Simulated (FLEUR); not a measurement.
# Anisotropy of free Co(001) film, 2 layers with FLEUR

Aim: the anisotropy of free Co(001) film, 2 layers from single passes in the potential of one collinear state.

Calculated with FLEUR MaX-R8.1; PBE; all-electron FLAPW film, Dirac cores, scalar-relativistic bands.

Most raw output is cut from this account.

## (1) The structure

The cell holds 2 atoms: 2 Co. Its edges and angles: a = 2.507 Å, b = 2.507 Å, c = 15.773 Å, α = 90.0°, β = 90.0°, γ = 90.0°. Layers at typed spacings, unrelaxed. Vacuum lies along c.

## (2) The magnetic state

The force theorems are single passes in this state's potential, so it has to be converged first.

No symmetry is used, so that later steps may turn the spins freely; k and −k are joined. FLEUR takes the sheet as a true film: the images along c are dropped, heights are typed in bohr, and the vacuum on both sides is semi-infinite. inpgen writes inp.xml from crystal.txt; cutoffs, mixing, functional, smearing and local orbitals are then set in the file. The k list scf (kpts.xml, not shown) is a Γ-centred 12×12×1 mesh; where the ranks do not divide the number of points, some are split in two of half the weight.

inp.xml

```
<?xml version="1.0" encoding="UTF-8" standalone="no"?>
<fleurInput fleurInputVersion="0.39">
   <comment>
      Co
   </comment>
   <calculationSetup>
      <cutoffs Kmax="3.64" Gmax="10.9" GmaxXC="10.9" numbands="0"/>
      <scfLoop itmax="150" minDistance="0.00002" maxIterBroyd="15" imix="Anderson" alpha="0.03" precondParam="0.0" spinf="2.0" sdNocoIR="T"/>
      <coreElectrons ctail="F" frcor="F" kcrel="0" coretail_lmax="0"/>
      <xcFunctional name="pbe" relativisticCorrections="F"/>
      <magnetism jspins="2" l_noco="F" l_ss="F">
         <qss>0.0 0.0 0.0</qss>
         <mtNocoParams l_mperp="F" l_mtNocoPot="F" l_relaxSQA="F" mag_mixing_scheme="0" mix_RelaxWeightOffD="1.0" l_constrained="F" mix_constr="1.0"/>
         <sourceFreeMag l_sourceFree="F" l_scaleMag="F" mag_scale="1.0"/>
      </magnetism>
      <soc l_soc="F" theta="0.0" phi="0.0" spav="F"/>
      <expertModes spex="0" secvar="F"/>
      <geometryOptimization l_f="F" forcealpha="1.0" forcemix="BFGS" epsdisp="0.00001" epsforce="0.00001"/>
      <ldaU l_linMix="F" mixParam="0.05" spinf="1.0"/>
   </calculationSetup>
   <cell>
      <bzIntegration valenceElectrons="34.0" mode="hist" fermiSmearingEnergy="0.00183747">
         <kPointListSelection listName="scf"/>
         <xi:include xmlns:xi="http://www.w3.org/2001/XInclude" href="kpts.xml"> </xi:include>
      </bzIntegration>
      <xi:include xmlns:xi="http://www.w3.org/2001/XInclude" href="sym.xml"> </xi:include>
      <filmLattice scale="1.0" dVac="8.65" dTilda="11.15">
         <bravaisMatrixFilm>
            <row-1>    4.7369764765348199     0.0000000000000000</row-1>
            <row-2>    0.0000000000000000     4.7369764765348199</row-2>
         </bravaisMatrixFilm>
         <vacuumEnergyParameters vacuum="1" spinUp="-.25" spinDown="-.25"/>
         <vacuumEnergyParameters vacuum="2" spinUp="-.25" spinDown="-.25"/>
      </filmLattice>
   </cell>
   <atomSpecies>
      <species name="Cobalt (Co2.000" element="Co" atomicNumber="27">
         <mtSphere radius="2.25" gridPoints="745" logIncrement="0.016"/>
         <atomicCutoffs lmax="8" lnonsphr="6"/>
         <electronConfig flipSpins="F">
            <coreConfig>(1s1/2) (2s1/2) (2p1/2) (2p3/2)</coreConfig>
            <valenceConfig>(3s1/2) (3p1/2) (3p3/2) (4s1/2) (3d3/2) (3d5/2)</valenceConfig>
            <stateOccupation state="(3d3/2)" spinUp="1.5" spinDown="1.3"/>
            <stateOccupation state="(3d5/2)" spinUp="3.0" spinDown="1.2"/>
         </electronConfig>
         <energyParameters s="4" p="4" d="3" f="4"/>
         <lo type="SCLO" l="0" n="3" eDeriv="0"/>
         <lo type="SCLO" l="1" n="3" eDeriv="0"/>
      </species>
   </atomSpecies>
   <atomGroups>
      <atomGroup species="Cobalt (Co2.000">
         <filmPos label="                   1">.0000000000 .0000000000 -1.6747825808</filmPos>
         <force calculate="T" relaxXYZ="TTT"/>
         <nocoParams  alpha="0.0" beta="0.0"/>
      </atomGroup>
      <atomGroup species="Cobalt (Co2.000">
         <filmPos label="                   2">1.000/2.000 1.000/2.000 1.6747825808</filmPos>
         <force calculate="T" relaxXYZ="TTT"/>
         <nocoParams  alpha="0.0" beta="0.0"/>
      </atomGroup>
   </atomGroups>
   <output dos="F" band="F" slice="F">
      <bandDOS minEnergy="-.5*Htr" maxEnergy="0.5*Htr" sigma="0.015" storeEVData="T"/>
      <plotting iplot="0" polar="F">
         <plot TwoD="T" vec1="  1.0  0.0  0.0" vec2="  0.0  1.0  0.0" vec3="  0.0  0.0  1.0" zero="  0.0  0.0 -0.5" file="plot"/>
      </plotting>
      <moessbauerParams electricFieldGradient="F" isomerShift="F" coreHyperfine="F" valenceHyperfine="F"/>
   </output>
</fleurInput>
```

crystal.txt

```
Co
&input film=T cartesian=F /
2.50670000000  0.00000000000  0.00000000000
0.00000000000  2.50670000000  0.00000000000
0.00000000000  0.00000000000  1.00000000000
1.8897261246
1.0 1.0 1.0

2
27 0.00000000000  0.00000000000  -1.67478258084 : 2.000
27 0.50000000000  0.50000000000  1.67478258084 : 2.000

&kpt div1=12 div2=12 div3=1 gamma=T /
```

The run is started by

```sh
> OMP_NUM_THREADS=1 inpgen -f crystal.txt -nosym -noco > inpgen.log  # inp.xml is then edited as shown
> OMP_NUM_THREADS=1 mpirun -n 4 fleur_MPI > fleur.log
```

Elapsed: 1.8 min, on 4 MPI ranks of Arm Neoverse N1, shared host; peak memory 0.62 GiB.

This step gave:

| Item | Value |
| --- | --- |
| free energy | -75834.7921 eV |
| program's band gap on this mesh (in a metal only a level spacing) | 3.20e-9 eV |
| magnetization | 3.727 μB |
| final state | ferromagnetic |
| largest moment | 1.891 μB |

After 30 cycles the largest moment stands at 1.89 μB.

## (3) Anisotropy by the force theorem, rung 1

Anisotropy is a small difference, so it is taken from sums over occupied states at a frozen potential, where most errors cancel.

One pass with spin–orbit coupling for each direction, from the saved density. Inversion lets half of the mesh serve, which the program's warning doesn't know. The k list mae (kpts.xml, not shown) is a Γ-centred 20×20×1 mesh.

Edit inp.xml of step 2 so:

```diff
@@ -6,4 +6,4 @@
    <calculationSetup>
-      <cutoffs Kmax="3.64" Gmax="10.9" GmaxXC="10.9" numbands="0"/>
-      <scfLoop itmax="150" minDistance="0.00002" maxIterBroyd="15" imix="Anderson" alpha="0.03" precondParam="0.0" spinf="2.0" sdNocoIR="T"/>
+      <cutoffs Kmax="3.64" Gmax="10.9" GmaxXC="10.9" numbands="66"/>
+      <scfLoop itmax="1" minDistance="0.00002" maxIterBroyd="15" imix="Anderson" alpha="0.03" precondParam="0.0" spinf="2.0" sdNocoIR="T"/>
       <coreElectrons ctail="F" frcor="F" kcrel="0" coretail_lmax="0"/>
@@ -15,3 +15,3 @@
       </magnetism>
-      <soc l_soc="F" theta="0.0" phi="0.0" spav="F"/>
+      <soc l_soc="T" theta="0.0" phi="0.0" spav="F"/>
       <expertModes spex="0" secvar="F"/>
@@ -22,3 +22,3 @@
       <bzIntegration valenceElectrons="34.0" mode="hist" fermiSmearingEnergy="0.00183747">
-         <kPointListSelection listName="scf"/>
+         <kPointListSelection listName="mae"/>
          <xi:include xmlns:xi="http://www.w3.org/2001/XInclude" href="kpts.xml"> </xi:include>
@@ -69,2 +69,5 @@
    </output>
+   <forceTheorem>
+      <MAE theta="0.0 1.5707963 1.5707963" phi="0.0 0.0 1.5707963"/>
+   </forceTheorem>
 </fleurInput>
```

The run is started by

```sh
> OMP_NUM_THREADS=1 mpirun -n 4 fleur_MPI -warn_only > fleur.log
```

Elapsed: 25 s, on 4 MPI ranks; peak memory 0.54 GiB.

Anisotropy energies, by row:

| axis | x | y | z | band energy less the first axis' (meV a cell) |
| --- | --- | --- | --- | --- |
| z | 0 | 0 | 1 | 0 |
| x | 1 | 0 | 0 | -0.5222 |
| y | 0 | 1 | 0 | -0.5222 |

Shape anisotropy is not in these numbers.

## (4) Anisotropy by the force theorem, rung 2

A second rung shows how far the first can be trusted.

The k list mae (kpts.xml, not shown) is a Γ-centred 30×30×1 mesh.

inp.xml is that of step 3.

It took 53 s on 4 MPI ranks; peak memory 0.77 GiB.

Anisotropy energies, by row:

| axis | x | y | z | band energy less the first axis' (meV a cell) |
| --- | --- | --- | --- | --- |
| z | 0 | 0 | 1 | 0 |
| x | 1 | 0 | 0 | -0.5511 |
| y | 0 | 1 | 0 | -0.5511 |

## (5) Spin–orbit coupling, moments along z

Spin–orbit coupling ties the spins to the lattice and lets orbital moments form.

A new self-consistent run of the start ferro ++, with the moments along z. The k list default-1 (kpts.xml, not shown) is a Γ-centred 30×30×1 mesh.

Edit inp.xml of step 2 so:

```diff
@@ -6,12 +6,8 @@
    <calculationSetup>
-      <cutoffs Kmax="3.64" Gmax="10.9" GmaxXC="10.9" numbands="0"/>
+      <cutoffs Kmax="3.64" Gmax="10.9" GmaxXC="10.9" numbands="74"/>
       <scfLoop itmax="150" minDistance="0.00002" maxIterBroyd="15" imix="Anderson" alpha="0.03" precondParam="0.0" spinf="2.0" sdNocoIR="T"/>
-      <coreElectrons ctail="F" frcor="F" kcrel="0" coretail_lmax="0"/>
+      <coreElectrons ctail="T" frcor="F" kcrel="0" coretail_lmax="0"/>
       <xcFunctional name="pbe" relativisticCorrections="F"/>
-      <magnetism jspins="2" l_noco="F" l_ss="F">
-         <qss>0.0 0.0 0.0</qss>
-         <mtNocoParams l_mperp="F" l_mtNocoPot="F" l_relaxSQA="F" mag_mixing_scheme="0" mix_RelaxWeightOffD="1.0" l_constrained="F" mix_constr="1.0"/>
-         <sourceFreeMag l_sourceFree="F" l_scaleMag="F" mag_scale="1.0"/>
-      </magnetism>
-      <soc l_soc="F" theta="0.0" phi="0.0" spav="F"/>
+      <magnetism jspins="2"/>
+      <soc l_soc="T" theta="0.0" phi="0.0" spav="F"/>
       <expertModes spex="0" secvar="F"/>
@@ -22,3 +18,3 @@
       <bzIntegration valenceElectrons="34.0" mode="hist" fermiSmearingEnergy="0.00183747">
-         <kPointListSelection listName="scf"/>
+         <kPointListSelection listName="default-1"/>
          <xi:include xmlns:xi="http://www.w3.org/2001/XInclude" href="kpts.xml"> </xi:include>
@@ -32,3 +28,2 @@
          <vacuumEnergyParameters vacuum="1" spinUp="-.25" spinDown="-.25"/>
-         <vacuumEnergyParameters vacuum="2" spinUp="-.25" spinDown="-.25"/>
       </filmLattice>
@@ -52,10 +47,5 @@
       <atomGroup species="Cobalt (Co2.000">
-         <filmPos label="                   1">.0000000000 .0000000000 -1.6747825808</filmPos>
+         <filmPos label="                   1">-1.000/4.000 -1.000/4.000 -1.6747825808</filmPos>
+         <filmPos label="                   2">1.000/4.000 1.000/4.000 1.6747825808</filmPos>
          <force calculate="T" relaxXYZ="TTT"/>
-         <nocoParams  alpha="0.0" beta="0.0"/>
-      </atomGroup>
-      <atomGroup species="Cobalt (Co2.000">
-         <filmPos label="                   2">1.000/2.000 1.000/2.000 1.6747825808</filmPos>
-         <force calculate="T" relaxXYZ="TTT"/>
-         <nocoParams  alpha="0.0" beta="0.0"/>
       </atomGroup>
```

Edit crystal.txt of step 2 so:

```diff
@@ -12,2 +12,3 @@
 
-&kpt div1=12 div2=12 div3=1 gamma=T /
+&soc 0.0000000 0.0000000 /
+&kpt div1=30 div2=30 div3=1 gamma=T /
```

The run is started by

```sh
> OMP_NUM_THREADS=1 inpgen -f crystal.txt > inpgen.log  # inp.xml is then edited as shown
> OMP_NUM_THREADS=1 mpirun -n 4 fleur_MPI > fleur.log
```

The job ended after 4.9 min (4 MPI ranks; peak memory 0.48 GiB).

This step gave:

```
free energy                                                       : -75834.8326 eV
program's band gap on this mesh (in a metal only a level spacing) : 0 eV
magnetization                                                     : 3.712 μB
final state                                                       : ferromagnetic
largest moment                                                    : 1.886 μB
orbital moment along the spin                                     : 0.09664 μB
```

Orbital moment in the sphere, along the spin axis by atom:

| atom | orbital moment in the sphere, along the spin axis (μB) |
| --- | --- |
| Co1 | 0.0966 |
| Co2 | 0.0966 |

## (6) Outcome

```yaml
reference_state: ferromagnetic
largest_sphere_moment: 1.89 μB
easy_direction_of_those_tried: the plane normal to z
energy_along_x_less_z_force_theorem: -0.551 meV a primitive cell
orbital_moment_on_the_atom_of_largest_spin_along_its_spin_spin_orbit_run: 0.0966 μB
```

**Reading.** By the force theorem the moments prefer the plane normal to z, with no direction in it resolved; shape anisotropy is not in it, and in a film it favours the plane. The difference for the second direction goes from -0.52 meV (mesh 20×20×1, 66 states, 1.7 min of CPU time) to -0.55 meV (mesh 30×30×1, 66 states, 3.5 min). The orbital moment is parallel to the spin, as Hund's third rule has it for a shell over half filled. The state was typed, and no other order was converged beside it, so it need not be the ground state.

[Logs and program files are shortened in this print: banners, set-up blocks, solver, clock and traceback lines can be left out without a mark of their own.]

[Logs are printed without paths, hosts, clocks, repeated set-up lines and the standing remarks that a program may print on its own settings, such as how far it seeks lower states.]

[Hosts, paths, dates, database ids (printed as entryN), source tags and the programs' standing remarks are cut or masked in the printed files.]

[Where a cell is said to come from a database of computed structures, the database is the Materials Project.]
